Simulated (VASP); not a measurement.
# SiC3 (R3m) in VASP: settings compared

The runs below take SiC3 through relaxation of cell and atoms, with PBEsol, r2SCAN, PBE.

Everything below comes from runs of VASP 6.6.1. Logs are shortened: lines on timing, memory, paths and dates and some standing lists are left out, and cuts for length are marked.

## (1) Starting point

Symmetry: R3m, No. 160, trigonal system. Conventional cell: a = 2.854 Å, b = 2.854 Å, c = 13.981 Å, α = 90.00°, β = 90.00°, γ = 120.00°. C (site symmetry 3m) is surrounded by 3 Si at 1.75 Å and 1 C at 1.75 Å. Around C (site symmetry 3m) lie 3 C at 1.75 Å and 1 Si at 1.75 Å. C (site symmetry 3m) is surrounded by 4 C at 1.75 Å. Around Si (site symmetry 3m) lie 4 C at 1.75 Å.

The cell comes from a database or a generator and needn't be the stable form of this composition.

## (2) Relaxation of cell and atoms, PBEsol

INCAR reads:

```
SYSTEM = SiC3
PREC = Accurate
ENCUT = 200
EDIFF = 1E-7
ISMEAR = 0
SIGMA = 0.02
LREAL = .FALSE.
LASPH = .TRUE.
NELM = 60
ALGO = Normal
ISIF = 3
LWAVE = .FALSE.
LCHARG = .FALSE.
GGA = PS
IBRION = 2
NSW = 40
EDIFFG = -0.005
```

KPOINTS reads:

```
Automatic mesh
0
G
  10 10 10
  0 0 0
```

POSCAR reads:

```
SiC3
1.0
    0.0000000000     -2.0179903000     -2.0179903000
   -2.0179903000      0.0000000000     -2.0179903000
    2.0179903000      2.0179903000     -4.0359806000
C Si
3 1
Direct
    0.8750000000      0.8750000000      0.3750000000
    0.3750000000      0.3750000000      0.8750000000
    0.7500000000      0.7500000000      0.7500000000
    0.2500000000      0.2500000000      0.2500000000
```

Potentials or basis: VASP PAW PBE potentials, release 64 (C, Si).

Started as:

```console
> cat potpaw_PBE.64/C/POTCAR potpaw_PBE.64/Si/POTCAR > POTCAR
> mpirun -np 1 vasp_std > vasp.out
```

OUTCAR:

```text
SYSTEM = SiC3
   PREC = Accurate
   ENCUT = 200
   EDIFF = 1E-7
   ISMEAR = 0
   LREAL = .FALSE.
   LASPH = .TRUE.
   NELM = 60
   ISIF = 3
   GGA = PS
   IBRION = 2
   NSW = 40
   EDIFFG = -0.005

 ion  position               nearest neighbor table
   1  0.875  0.875  0.375-   3 1.75   4 1.75   4 1.75   4 1.75
   2  0.375  0.375  0.875-   3 1.75   4 1.75   3 1.75   3 1.75
   3  0.750  0.750  0.750-   2 1.75   2 1.75   1 1.75   2 1.75
   4  0.250  0.250  0.250-   1 1.75   1 1.75   1 1.75   2 1.75

  LATTYP: Found a trigonal (rhomboedric) cell.
 ALAT       =     4.9430465409
 COS(alpha) =     0.8333333333

  Lattice vectors:

 A1 = (   2.0179903000,   4.0359806000,  -2.0179903000)
 A2 = (   4.0359806000,   2.0179903000,  -2.0179903000)
 A3 = (   2.0179903000,   2.0179903000,  -4.0359806000)

Analysis of symmetry for initial positions (statically):
=====================================================================
 Subroutine PRICEL returns:
 Original cell was already a primitive cell.

 Routine SETGRP: Setting up the symmetry group for a
 trigonal (rhombohedral) supercell.

 Subroutine GETGRP returns: Found  6 space group operations
 (whereof  6 operations were pure point group operations)
 out of a pool of 12 trial point group operations.

The static configuration has the point symmetry C_3v.

Analysis of symmetry for dynamics (positions and initial velocities):
=====================================================================
 Subroutine PRICEL returns:
 Original cell was already a primitive cell.

 Routine SETGRP: Setting up the symmetry group for a
 trigonal (rhombohedral) supercell.

 Subroutine GETGRP returns: Found  6 space group operations
 (whereof  6 operations were pure point group operations)
 out of a pool of 12 trial point group operations.

The dynamic configuration has the point symmetry C_3v.

 Subroutine INISYM returns: Found  6 space group operations
 (whereof  6 operations are pure point group operations),
 and found     1 'primitive' translations

----------------------------------------------------------------------------------------

                                     Primitive cell

  volume of cell :      32.8713

  direct lattice vectors                    reciprocal lattice vectors
     0.000000000 -2.017990300 -2.017990300     0.123885630 -0.371656891 -0.123885630
    -2.017990300  0.000000000 -2.017990300    -0.371656891  0.123885630 -0.123885630
     2.017990300  2.017990300 -4.035980600     0.123885630  0.123885630 -0.123885630

  length of vectors
     2.853869251  2.853869251  4.943046541     0.410882152  0.410882152  0.214576206

  position of ions in fractional coordinates (direct lattice)
     0.875000000  0.875000000  0.375000000
     0.375000000  0.375000000  0.875000000
     0.750000000  0.750000000  0.750000000
     0.250000000  0.250000000  0.250000000

  ion indices of the primitive-cell ions
   primitive index   ion index
                 1           1
                 2           2
                 3           3
                 4           4

----------------------------------------------------------------------------------------

 KPOINTS: Automatic mesh

Automatic generation of k-mesh.
 Grid dimensions read from file:
 generate k-points for:   10   10   10

 Generating k-lattice:

  Cartesian coordinates                     Fractional coordinates (reciprocal lattice)
     0.012388563 -0.037165689 -0.012388563     0.100000000  0.000000000 -0.000000000
    -0.037165689  0.012388563 -0.012388563     0.000000000  0.100000000 -0.000000000
     0.012388563  0.012388563 -0.012388563     0.000000000  0.000000000  0.100000000

  Length of vectors
     0.041088215  0.041088215  0.021457621

  Shift w.r.t. Gamma in fractional coordinates (k-lattice)
     0.000000000  0.000000000  0.000000000

 Subroutine IBZKPT returns following result:
 ===========================================

 Found    116 irreducible k-points:

 Following reciprocal coordinates:
            Coordinates               Weight
  0.000000  0.000000  0.000000      1.000000
  0.100000  0.000000  0.000000      6.000000
  0.200000  0.000000  0.000000      6.000000
  0.300000  0.000000  0.000000      6.000000
  0.400000  0.000000  0.000000      6.000000
  0.500000  0.000000  0.000000      3.000000
[... 16 lines left out ...]
  0.300000  0.300000  0.000000      6.000000
  0.400000  0.300000  0.000000     12.000000
 [... further k-points ...]
   k-points           NKPTS =    116   k-points in BZ     NKDIM =    116   number of bands    NBANDS=     12
   number of dos      NEDOS =    301   number of ions     NIONS =      4
   total plane-waves  NPLWV =   4704
   dimension x,y,z NGX =    14 NGY =   14 NGZ =   24
   dimension x,y,z NGXF=    28 NGYF=   28 NGZF=   48
   ions per type =               3   1
   NGX,Y,Z   is equivalent  to a cutoff of   8.16,  8.16,  8.07 a.u.
   NGXF,Y,Z  is equivalent  to a cutoff of  16.31, 16.31, 16.14 a.u.
 SYSTEM =  SiC3
   PREC   = accura    normal or accurate (medium, high low for compatibility)
   ISTART =      0    job   : 0-new  1-cont  2-samecut
   ICHARG =      2    charge: 1-file 2-atom 10-const
   ISPIN  =      1    spin polarized calculation?
   LNONCOLLINEAR =      F non collinear calculations
   LSORBIT =      F    spin-orbit coupling
   LASPH  =      T    aspherical Exc in radial PAW
   ENCUT  =  200.0 eV  14.70 Ry    3.83 a.u.   3.29  3.29  5.70*2*pi/ulx,y,z
   NELM   =     60;   NELMIN=  2; NELMDL= -5     # of ELM steps
   EDIFF  = 0.1E-06   stopping-criterion for ELM
   LREAL  =      F    real-space projection
   EDIFFG = -.5E-02   stopping-criterion for IOM
   NSW    =     40    number of steps for IOM
   IBRION =      2    ionic relax: 0-MD 1-quasi-New 2-CG
   NFREE  =      1    steps in history (QN), initial steepest desc. (CG)
   ISIF   =      3    stress and relaxation
   ISYM   =      2    0-nonsym 1-usesym 2-fastsym
   POTIM  = 0.5000    time-step for ionic-motion
   TEBEG  =    0.0;   TEEND  =   0.0 temperature during run
   PSTRESS=    0.0 pullay stress
   NELECT =      16.0000    total number of electrons
   NUPDOWN=      -1.0000    fix difference up-down
   EMIN   =  10.00;   EMAX   =-10.00  energy-range for DOS
   EFERMI =   0.00;   METHOD = LEGACY
   ISMEAR =     0;   SIGMA  =   0.02  broadening in eV -4-tet -1-fermi 0-gaus
   EFERMI_NEDOS =   21; number of points for ismear=-14 and -15
   IALGO  =     38    algorithm
   IMIX   =      4    mixing-type and parameters
     AMIX     =   0.40;   BMIX     =  1.00
     AMIX_MAG =   1.60;   BMIX_MAG =  1.00
  volume/ion in A,a.u.               =       8.22        55.46
  Fermi-wavevector in a.u.,A,eV,Ry     =   1.287782  2.433556 22.563671  1.658383
  Thomas-Fermi vector in A             =   2.419776
   LORBIT       =      0    0 simple, 1 ext, 2 COOP (PROOUT), +10 PAW based schemes
   GGA     = PS    functional components
   LHFCALC =     F    Hartree Fock is set to
   AEXX    =    0.0000 exact exchange contribution
   IVDW    =     0    specifies the selected vdW correction
   LEPSILON=     F    determine dielectric tensor
   LRPA    =     F    only Hartree local field effects (RPA)
 conjugate gradient relaxation of ions
 non-spin polarized calculation
 Gauss-broadening in eV      SIGMA  =   0.02
  energy-cutoff  :      200.00
  volume of cell :       32.87
 maximum number of plane-waves:       221
 NGX is ok and might be reduce to    14
   NGX =  7   NGY =  7   NGZ = 11

--------------------------------------- Ionic step        1  -------------------------------------------

 number of electron      16.0000006 magnetization

 Free energy of the ion-electron system (eV)
  ---------------------------------------------------
  ext. energy  EPLUGINS =         0.00000000
  ---------------------------------------------------
  free energy    TOTEN  =       -32.62804276 eV

  energy without entropy =      -32.62804276  energy(sigma->0) =      -32.62804276

 E-fermi :   8.5532     XC(G=0): -12.1377

 val. band max:        8.4297572971   @ k =   0.0000   0.0000   0.0000
 cond. band min:      10.3620457316   @ k =  -0.4000  -0.4000   0.2000
 fundamental gap:      1.9322884346
 Fermi energy:         8.5532444862

 k-point     1 :       0.0000    0.0000    0.0000
  band No.  band energies     occupation
      1      -9.4656      2.00000
      2      -5.0906      2.00000
      3      -2.1039      2.00000
      4       6.5275      2.00000
      5       6.5275      2.00000
      6       8.2157      2.00000
      7       8.4297      2.00000
      8       8.4298      2.00000
      9      12.3538      0.00000
     10      13.6127      0.00000
     11      13.6128      0.00000
     12      13.7647      0.00000
[... 331 lines left out ...]
 k-point    24 :       0.4000    0.3000    0.0000
  band No.  band energies     occupation
      1      -6.7543      2.00000
      2      -3.9884      2.00000
      3      -0.6858      2.00000
      4       1.0632      2.00000
      5       2.9755      2.00000
      6       3.7548      2.00000
      7       6.2718      2.00000
      8       6.9984      2.00000
      9      12.0146      0.00000
     10      13.0630      0.00000
     11      15.1640      0.00000
     12      16.0583      0.00000

 [... further k-points ...]

------------------------ aborting loop because EDIFF is reached ----------------------------------------

  FORCE on cell =-STRESS in cart. coord.  units (eV):
  Direction    XX          YY          ZZ          XY          YZ          ZX
  --------------------------------------------------------------------------------------
  -------------------------------------------------------------------------------------
  Total       -8.2593008     -8.2593008     -8.2593008      0.1965045     -0.1965045     -0.1965045
  in kB     -402.5655902   -402.5655902   -402.5655902      9.5778019     -9.5778019     -9.5778019
  external PRESSURE =    -402.5655902 kB  Pullay stress =       0.0000000 kB
[... 95 lines left out ...]
  FREE ENERGIE OF THE ION-ELECTRON SYSTEM (eV)
  ---------------------------------------------------
  free  energy   TOTEN  =       -33.8766841889 eV

  energy  without entropy=      -33.8766841889  energy(sigma->0) =      -33.87668419

[... ionic steps 4 to 12 ...]

--------------------------------------- Ionic step       13  -------------------------------------------

 number of electron      16.0000000 magnetization

------------------------ aborting loop because EDIFF is reached ----------------------------------------

  FORCE on cell =-STRESS in cart. coord.  units (eV):
  Direction    XX          YY          ZZ          XY          YZ          ZX
  --------------------------------------------------------------------------------------
  -------------------------------------------------------------------------------------
  Total       -0.0013607     -0.0013607     -0.0013607      0.0114417     -0.0114417     -0.0114417
  in kB       -0.0768089     -0.0768089     -0.0768089      0.6458637     -0.6458637     -0.6458637
  external PRESSURE =      -0.0768089 kB  Pullay stress =       0.0000000 kB
[... 61 lines left out ...]
  energy  without entropy=      -34.0377135619  energy(sigma->0) =      -34.03771356

--------------------------------------- Ionic step       15  -------------------------------------------

 number of electron      16.0000000 magnetization

 Free energy of the ion-electron system (eV)
  ---------------------------------------------------
  ext. energy  EPLUGINS =         0.00000000
  ---------------------------------------------------
  free energy    TOTEN  =       -34.03771578 eV

  energy without entropy =      -34.03771578  energy(sigma->0) =      -34.03771578

 E-fermi :  11.3261     XC(G=0): -12.8258

 val. band max:       11.2308015319   @ k =   0.0000   0.0000   0.0000
 cond. band min:      12.3350624426   @ k =   0.5000   0.5000   0.0000
 fundamental gap:      1.1042609107
 Fermi energy:        11.3260587020

 k-point     1 :       0.0000    0.0000    0.0000
  band No.  band energies     occupation
      1      -9.2323      2.00000
      2      -3.8221      2.00000
      3      -1.5670      2.00000
      4       7.7916      2.00000
      5       7.7916      2.00000
      6      10.1811      2.00000
      7      11.2308      2.00000
      8      11.2308      2.00000
      9      15.9514      0.00000
     10      16.2175      0.00000
     11      16.3042      0.00000
     12      16.3042      0.00000
[... 331 lines left out ...]
 k-point    24 :       0.4000    0.3000    0.0000
  band No.  band energies     occupation
      1      -6.2822      2.00000
      2      -2.6128      2.00000
      3       0.3839      2.00000
      4       2.5377      2.00000
      5       4.1890      2.00000
      6       4.7933      2.00000
      7       8.3627      2.00000
      8       9.1443      2.00000
      9      14.2743      0.00000
     10      15.6827      0.00000
     11      17.8957      0.00000
     12      18.9919      0.00000

 [... further k-points ...]

------------------------ aborting loop because EDIFF is reached ----------------------------------------

  FORCE on cell =-STRESS in cart. coord.  units (eV):
  Direction    XX          YY          ZZ          XY          YZ          ZX
  --------------------------------------------------------------------------------------
  -------------------------------------------------------------------------------------
  Total        0.0002719      0.0002719      0.0002719      0.0023281     -0.0023281     -0.0023281
  in kB        0.0153497      0.0153497      0.0153497      0.1314236     -0.1314236     -0.1314236
  external PRESSURE =       0.0153497 kB  Pullay stress =       0.0000000 kB
[... 19 lines left out ...]
  FREE ENERGIE OF THE ION-ELECTRON SYSTEM (eV)
  ---------------------------------------------------
  free  energy   TOTEN  =       -34.0377157802 eV

  energy  without entropy=      -34.0377157802  energy(sigma->0) =      -34.03771578

 reached required accuracy - stopping structural energy minimisation
```

Run time: 86 s. Hardware: 1 thread of Intel Xeon Platinum 8259CL at 2.50GHz (Skylake/Cascade Lake), shared host; peak memory 0.12 GiB.

The run converged, but a check on its numbers failed (symmetry, net force, bounds or a known fault of this set-up), so they aren't taken as properties of the crystal.

Caveat: the cutoff lies under the usual one of these potentials, so the numbers hold a large basis-set error; the PAW data sets were made with another functional, which shifts forces and pressure a little.

## (3) Relaxation of cell and atoms, r2SCAN

INCAR reads:

```
SYSTEM = SiC3
ALGO = Normal ; EDIFF = 1E-7
EDIFFG = -0.01 ; ENCUT = 600
IBRION = 2 ; ISIF = 3
ISMEAR = 0 ; LASPH = .True.
LCHARG = .False. ; LMIXTAU = .True.
LREAL = .False. ; LWAVE = .False.
METAGGA = R2SCAN ; NELM = 60
NSW = 40 ; PREC = Accurate
SIGMA = 0.02
```

KPOINTS reads:

```
k-points
0
Gamma
  10 10 10
  0 0 0
```

POSCAR is that of step 2.

Potentials or basis: VASP PAW PBE potentials, release 64 (C, Si).

Started as:

```console
> cat potpaw_PBE.64/C/POTCAR potpaw_PBE.64/Si/POTCAR > POTCAR
> mpirun -np 1 vasp_std > vasp.out
```

It took 10 min on 1 thread of Intel Xeon 6975P-C (Granite Rapids), shared host; peak memory 0.2 GiB.

Results (log left out):

- Free energy: -36.7038 eV
- Relaxed volume: 8.10 Å³/atom
- Relaxed cell: a = 2.831 Å, b = 2.831 Å, c = 4.944 Å, α = 73.37°, β = 73.37°, γ = 60.00°
- Space group after relaxing (to 0.05 Å): R3m (No. 160)
- Energy gained by relaxing: 174.8 meV/atom
- Ionic steps: 11
- Pressure after relaxing: 0.0 GPa
- Largest force after relaxing: 0.006 eV/Å
- Band gap on the k mesh: 1.90 eV, indirect (least direct gap 3.59 eV)

Forces in eV/Å, atoms in the order of the input:
```
C    0.003  0.003 -0.003
C    0.002  0.002 -0.002
C   -0.003 -0.003  0.003
Si  -0.002 -0.002  0.002
```

The path:
```
step  energy change (eV)  largest force (eV/Å)  pressure (GPa)  volume (Å³)
   1              0.0000                5.2914            4.39        32.87
   2             -0.0690                5.5663           -9.81        33.95
   3             -0.5666                1.9679           -7.69        33.40
   4             -0.4539                4.4351            7.81        31.91
   5             -0.6867                0.6957           -2.36        32.70
   6             -0.6912                0.6824            1.20        32.28
   7             -0.6986                0.1016           -0.44        32.46
   8             -0.6991                0.0490            0.07        32.37
   9             -0.6991                0.0268           -0.02        32.39
  10             -0.6991                0.0154            0.05        32.38
  11             -0.6991                0.0056            0.03        32.38
```

Final structure:
```xyz
4
Lattice="0.0000 -2.0016 -2.0016 -2.0016 0.0000 -2.0016 2.0270 2.0270 -4.0287" Properties=species:S:1:pos:R:3 pbc="T T T"
C    -0.9033   -0.9033   -5.1017
C     0.9569    0.9569   -4.9602
C    -0.0143   -0.0143   -5.9906
Si    0.0177    0.0177   -2.0193
```

Levels at points of the mesh, in eV from the valence-band top:
```tsv
k point	band 6	band 7	band 8	band 9	band 10	band 11
(0.00, 0.00, 0.00)	-0.98	0.00	0.00	4.07	5.07	5.07
(0.50, 0.00, 0.00)	-5.27	-5.12	-2.58	3.54	4.55	6.87
(0.50, 0.50, 0.00)	-5.48	-2.46	-1.71	1.93	2.91	7.01
(0.00, 0.00, 0.50)	-2.82	-0.37	-0.37	4.14	5.69	5.69
```

Caveat: the PAW data sets were made with another functional, which shifts forces and pressure a little. A k mesh can miss the band edges.

[end of part 1 of 2]
